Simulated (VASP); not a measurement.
Runs of VASP 6.6.1 on BeTe. It takes space group F-43m (No. 216, cubic). The conventional cell has a = 5.540 Å, b = 5.540 Å, c = 5.540 Å, α = 90.00°, β = 90.00°, γ = 90.00°. Te (site symmetry -43m) is surrounded by 4 Be at 2.40 Å. Be (site symmetry -43m) has 4 Te at 2.40 Å as nearest neighbours. 

| task | level | spin | k mesh | smearing | gap on the mesh (eV) | pressure (GPa) |
| --- | --- | --- | --- | --- | --- | --- |
| single point | PBE | off | 8 × 8 × 8 | gaussian 0.012 eV | 1.85 | 4.5 |
| band structure | rSCAN | off | 8 × 8 × 8 | fermi-dirac 0.05 eV | 2.18 | 4.2 |
| band structure | r2SCAN | off | 8 × 8 × 8 | fermi-dirac 0.05 eV | 2.21 | 4.5 |
| band structure | SCAN | SOC, no magnetisation | 6 × 6 × 6 | fermi-dirac 0.05 eV | - | (b) |
| band structure | r2SCAN | SOC, no magnetisation | 6 × 6 × 6 | fermi-dirac 0.05 eV | - | 4.5 |
| band structure | SCAN | off | 8 × 8 × 8 | fermi-dirac 0.05 eV | (a) | 3.6 |

Alike in all rows: potentials or basis VASP PAW PBE potentials, release 64 (Te, Be); cell as given; cutoff (eV) 520.

Estimate the missing entries.

(a) 2.11; (b) 3.7.

Caveats: the PAW data sets were made with another functional, which shifts forces and pressure a little (some runs); spin-orbit coupling is left out, which moves the levels of the heavy elements (some runs).

A k mesh can miss the band edges, and rows without SOC leave out spin-orbit coupling on Te.
